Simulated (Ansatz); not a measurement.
Born–Oppenheimer molecular dynamics of a periodic cell of 16 atoms, Mn₃Si (start crystal Mn3Si, start structure Fm-3m, volume 1.15 times the crystal's). It starts from a structure without forces on its atoms.

All numbers below come from DFT PBEsol, scalar-relativistic, plane waves, PAW (Ansatz 0.2.0). Settings: cutoff 420 eV, k mesh 3x3x3, fermi-dirac smearing 0.24 eV, no spin polarisation.

```json
{
  "ensemble": "NVT, Langevin thermostat",
  "time step": "1.5 fs",
  "steps asked": "250",
  "set temperature": "2800 K",
  "friction": "0.02 /fs",
  "seed": "143103"
}
```

Frames 7.5 fs apart, positions in Å.

Velocities at 45.0 fs (Å/ps):

```
Mn 7.95 -2.75 -8.78
Mn 0.76 -3.84 -7.54
Mn 1.93 3.54 1.67
Si -1.08 -7.10 -9.10
Mn 0.84 3.56 -8.88
Mn -9.59 -0.29 -8.59
Mn -1.64 0.65 -5.83
Si 6.90 0.83 3.26
Mn -2.52 -0.74 -6.63
Mn -0.71 -1.48 -2.82
Mn -9.51 5.46 -5.16
Si -2.60 1.93 -11.03
Mn -1.47 -7.48 0.95
Mn -3.43 0.24 7.62
Mn -1.55 -4.84 3.98
Si 15.35 -0.38 0.41
```

```xyz
16
Lattice="5.9875 0.0000 0.0000 0.0000 5.9875 0.0000 0.0000 0.0000 5.9875" Properties=species:S:1:pos:R:3 time_fs=45.0 energy_less_start_eV=1.873 T=1652
Mn 3.313 2.789 2.820
Mn 1.463 1.509 1.318
Mn 4.084 4.664 4.510
Si -0.024 -0.043 0.046
Mn 0.184 0.280 2.694
Mn 4.471 4.207 1.395
Mn 1.756 1.541 4.196
Si 2.779 3.136 0.172
Mn -0.006 2.924 -0.428
Mn 4.522 1.835 4.477
Mn 1.427 4.611 1.388
Si 2.740 -0.095 2.993
Mn 3.143 -0.254 0.317
Mn 1.276 4.516 4.541
Mn 4.384 1.389 1.473
Si -0.111 2.967 3.186
16
Lattice="5.9875 0.0000 0.0000 0.0000 5.9875 0.0000 0.0000 0.0000 5.9875" Properties=species:S:1:pos:R:3 time_fs=52.5 energy_less_start_eV=2.162 T=1796
Mn 3.360 2.787 2.767
Mn 1.443 1.463 1.297
Mn 4.117 4.715 4.551
Si -0.041 -0.070 -0.005
Mn 0.218 0.317 2.630
Mn 4.412 4.211 1.336
Mn 1.717 1.548 4.131
Si 2.842 3.138 0.181
Mn -0.019 2.897 -0.469
Mn 4.528 1.801 4.458
Mn 1.373 4.653 1.373
Si 2.723 -0.075 2.918
Mn 3.102 -0.320 0.330
Mn 1.246 4.529 4.611
Mn 4.359 1.364 1.517
Si -0.007 3.001 3.162
16
Lattice="5.9875 0.0000 0.0000 0.0000 5.9875 0.0000 0.0000 0.0000 5.9875" Properties=species:S:1:pos:R:3 time_fs=60.0 energy_less_start_eV=2.557 T=1823
Mn 3.383 2.807 2.695
Mn 1.427 1.469 1.288
Mn 4.153 4.742 4.586
Si -0.108 -0.096 -0.077
Mn 0.268 0.371 2.572
Mn 4.377 4.215 1.268
Mn 1.672 1.536 4.078
Si 2.890 3.123 0.174
Mn -0.012 2.873 -0.456
Mn 4.555 1.727 4.454
Mn 1.344 4.681 1.384
Si 2.741 -0.075 2.863
Mn 3.060 -0.364 0.350
Mn 1.244 4.580 4.684
Mn 4.299 1.355 1.528
Si 0.044 3.015 3.082
16
Lattice="5.9875 0.0000 0.0000 0.0000 5.9875 0.0000 0.0000 0.0000 5.9875" Properties=species:S:1:pos:R:3 time_fs=67.5 energy_less_start_eV=2.568 T=1383
Mn 3.369 2.839 2.624
Mn 1.468 1.498 1.265
Mn 4.177 4.726 4.610
Si -0.193 -0.103 -0.129
Mn 0.292 0.414 2.548
Mn 4.401 4.234 1.236
Mn 1.656 1.533 4.048
Si 2.908 3.075 0.135
Mn 0.040 2.857 -0.438
Mn 4.597 1.631 4.452
Mn 1.313 4.702 1.406
Si 2.810 -0.075 2.781
Mn 3.045 -0.354 0.363
Mn 1.243 4.634 4.741
Mn 4.294 1.348 1.498
Si 0.088 3.021 2.988
16
Lattice="5.9875 0.0000 0.0000 0.0000 5.9875 0.0000 0.0000 0.0000 5.9875" Properties=species:S:1:pos:R:3 time_fs=75.0 energy_less_start_eV=2.319 T=1316
Mn 3.352 2.836 2.597
Mn 1.463 1.526 1.264
Mn 4.177 4.711 4.627
Si -0.271 -0.052 -0.124
Mn 0.297 0.388 2.520
Mn 4.478 4.250 1.223
Mn 1.618 1.522 4.031
Si 2.919 3.051 0.049
Mn 0.081 2.836 -0.392
Mn 4.633 1.573 4.445
Mn 1.286 4.681 1.431
Si 2.868 -0.091 2.700
Mn 3.060 -0.339 0.380
Mn 1.299 4.654 4.787
Mn 4.327 1.328 1.507
Si 0.090 3.022 2.909
16
Lattice="5.9875 0.0000 0.0000 0.0000 5.9875 0.0000 0.0000 0.0000 5.9875" Properties=species:S:1:pos:R:3 time_fs=82.5 energy_less_start_eV=2.188 T=1691
Mn 3.338 2.829 2.581
Mn 1.427 1.573 1.297
Mn 4.177 4.700 4.617
Si -0.350 0.032 -0.131
Mn 0.300 0.344 2.502
Mn 4.564 4.257 1.226
Mn 1.588 1.503 4.019
Si 2.914 3.077 -0.084
Mn 0.131 2.807 -0.336
Mn 4.658 1.578 4.485
Mn 1.260 4.612 1.456
Si 2.909 -0.109 2.682
Mn 3.079 -0.330 0.370
Mn 1.326 4.697 4.830
Mn 4.370 1.291 1.522
Si 0.055 3.017 2.868
16
Lattice="5.9875 0.0000 0.0000 0.0000 5.9875 0.0000 0.0000 0.0000 5.9875" Properties=species:S:1:pos:R:3 time_fs=90.0 energy_less_start_eV=2.332 T=2009
Mn 3.335 2.813 2.566
Mn 1.407 1.656 1.321
Mn 4.176 4.683 4.601
Si -0.442 0.057 -0.170
Mn 0.303 0.314 2.493
Mn 4.638 4.256 1.240
Mn 1.580 1.473 4.001
Si 2.888 3.139 -0.214
Mn 0.162 2.803 -0.255
Mn 4.638 1.618 4.544
Mn 1.258 4.525 1.448
Si 2.960 -0.074 2.724
Mn 3.086 -0.290 0.337
Mn 1.333 4.715 4.875
Mn 4.402 1.272 1.531
Si -0.035 3.017 2.815
16
Lattice="5.9875 0.0000 0.0000 0.0000 5.9875 0.0000 0.0000 0.0000 5.9875" Properties=species:S:1:pos:R:3 time_fs=97.5 energy_less_start_eV=2.770 T=2796
Mn 3.327 2.775 2.569
Mn 1.384 1.745 1.341
Mn 4.121 4.675 4.550
Si -0.473 0.043 -0.209
Mn 0.320 0.283 2.510
Mn 4.711 4.279 1.244
Mn 1.572 1.442 3.970
Si 2.868 3.208 -0.352
Mn 0.192 2.812 -0.198
Mn 4.585 1.690 4.600
Mn 1.279 4.457 1.407
Si 2.977 0.026 2.809
Mn 3.084 -0.236 0.316
Mn 1.361 4.759 4.918
Mn 4.431 1.262 1.556
Si -0.164 3.012 2.787
16
Lattice="5.9875 0.0000 0.0000 0.0000 5.9875 0.0000 0.0000 0.0000 5.9875" Properties=species:S:1:pos:R:3 time_fs=105.0 energy_less_start_eV=3.728 T=2576
Mn 3.342 2.744 2.568
Mn 1.342 1.835 1.352
Mn 4.075 4.635 4.451
Si -0.494 0.047 -0.197
Mn 0.326 0.241 2.548
Mn 4.738 4.291 1.240
Mn 1.585 1.436 3.950
Si 2.871 3.277 -0.468
Mn 0.188 2.786 -0.143
Mn 4.542 1.762 4.655
Mn 1.304 4.434 1.359
Si 2.979 0.158 2.933
Mn 3.096 -0.166 0.259
Mn 1.420 4.817 4.949
Mn 4.417 1.266 1.569
Si -0.314 2.953 2.762
16
Lattice="5.9875 0.0000 0.0000 0.0000 5.9875 0.0000 0.0000 0.0000 5.9875" Properties=species:S:1:pos:R:3 time_fs=112.5 energy_less_start_eV=4.286 T=1829
Mn 3.336 2.730 2.557
Mn 1.341 1.937 1.357
Mn 4.108 4.602 4.340
Si -0.521 0.055 -0.193
Mn 0.311 0.214 2.616
Mn 4.769 4.325 1.233
Mn 1.576 1.464 3.943
Si 2.888 3.272 -0.564
Mn 0.204 2.762 -0.128
Mn 4.506 1.801 4.718
Mn 1.326 4.430 1.310
Si 2.990 0.184 3.083
Mn 3.075 -0.124 0.204
Mn 1.490 4.881 4.934
Mn 4.412 1.261 1.570
Si -0.433 2.898 2.807
16
Lattice="5.9875 0.0000 0.0000 0.0000 5.9875 0.0000 0.0000 0.0000 5.9875" Properties=species:S:1:pos:R:3 time_fs=120.0 energy_less_start_eV=4.404 T=2293
Mn 3.321 2.731 2.552
Mn 1.338 2.010 1.325
Mn 4.157 4.592 4.264
Si -0.474 0.106 -0.255
Mn 0.270 0.241 2.702
Mn 4.803 4.386 1.210
Mn 1.536 1.499 3.949
Si 2.863 3.229 -0.658
Mn 0.224 2.747 -0.171
Mn 4.472 1.813 4.790
Mn 1.331 4.426 1.286
Si 3.016 0.166 3.166
Mn 3.048 -0.126 0.150
Mn 1.545 4.927 4.867
Mn 4.449 1.244 1.559
Si -0.532 2.891 2.853
16
Lattice="5.9875 0.0000 0.0000 0.0000 5.9875 0.0000 0.0000 0.0000 5.9875" Properties=species:S:1:pos:R:3 time_fs=127.5 energy_less_start_eV=4.204 T=2574
Mn 3.276 2.722 2.546
Mn 1.356 2.035 1.294
Mn 4.224 4.579 4.180
Si -0.367 0.200 -0.363
Mn 0.197 0.295 2.809
Mn 4.849 4.440 1.209
Mn 1.458 1.566 3.933
Si 2.853 3.180 -0.739
Mn 0.254 2.748 -0.219
Mn 4.439 1.827 4.855
Mn 1.347 4.440 1.315
Si 3.048 0.168 3.139
Mn 3.026 -0.144 0.101
Mn 1.569 4.935 4.777
Mn 4.492 1.241 1.566
Si -0.562 2.928 2.914
```

Of the whole run (375 fs, mean temperature of the second half 2969 K): A run of 0.38 ps of so small a system gives no equilibrium averages. Spin polarisation was left off. Limits of this set-up: coarse k mesh, magnetic elements without spin.

The run took 21 min on 4 threads of Intel(R) Xeon(R) Platinum 8559C (Emerald Rapids), on a shared host, peak memory 1.3 GiB.
